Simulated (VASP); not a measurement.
Write the native input for VASP 6.6.1 that does the following.

```yaml
Task: relaxation of cell and atoms
Functional: PBEsol
Potentials_or_basis: VASP PAW PBE potentials, release 64 (Ir)
Cutoff: 600 eV
k_mesh: 6 × 6 × 4
Occupations: gaussian, width 0.1 eV
Spin: no spin polarisation
Dipole_correction: no
Further_INCAR_settings: ALGO = Fast; EDIFF = 1e-06; IBRION = 2; EDIFFG = -0.04; NSW = 90; ISIF = 3
```

The structure of Ir lies in POSCAR:

```
Ir
1.0
    3.4412818680      0.0000000000      0.0000000000
   -1.7206409340      2.9802375193      0.0000000000
    0.0000000000      0.0000000000      5.6781150822
Ir
4
Direct
    0.3333333333      0.6666666667      0.4375000000
    0.6666666667      0.3333333333      0.9375000000
    0.6666666667      0.3333333333      0.5625000000
    0.3333333333      0.6666666667      0.0625000000
```

The cell was built by a generator and needn't be a form met in nature.

These files were run (other wordings do the same):

INCAR

```
ALGO = Fast
EDIFF = 1E-6
EDIFFG = -0.04
ENCUT = 600
GGA = PS
IBRION = 2
ISIF = 3
ISMEAR = 0
LASPH = True
LCHARG = False
LREAL = False
LWAVE = False
NELM = 80
NSW = 90
PREC = Accurate
SIGMA = 0.1
```

KPOINTS

```
k-points
0
Gamma
  6 6 4
```

Potentials or basis: VASP PAW PBE potentials, release 64 (Ir).

Run with:

```console
$ cat potpaw_PBE.64/Ir/POTCAR > POTCAR
$ mpirun -np 1 vasp_std > vasp.out
```

It gave:

The relaxed volume is 20.91 Å³/atom and the relaxed cell is a = 3.940 Å, b = 3.940 Å, c = 6.223 Å, α = 90.00°, β = 90.00°, γ = 120.00°. The space group after relaxing (to 0.05 Å) is P6_3/mmc (No. 194). The energy gained by relaxing is 2388.9 meV/atom. The ionic steps are 28 and the pressure after relaxing is 0.2 GPa. The largest force after relaxing is 0.004 eV/Å. The band gap on the k mesh is none (metal or under the smearing width).

Caveat: the volume moved by over 15 % at a fixed basis, so the end points are rough; the PAW data sets were made with another functional, which shifts forces and pressure a little.

It took 6 min on 1 thread of Intel(R) Xeon(R) 6975P-C (Granite Rapids), on a shared host, peak memory 0.22 GiB.
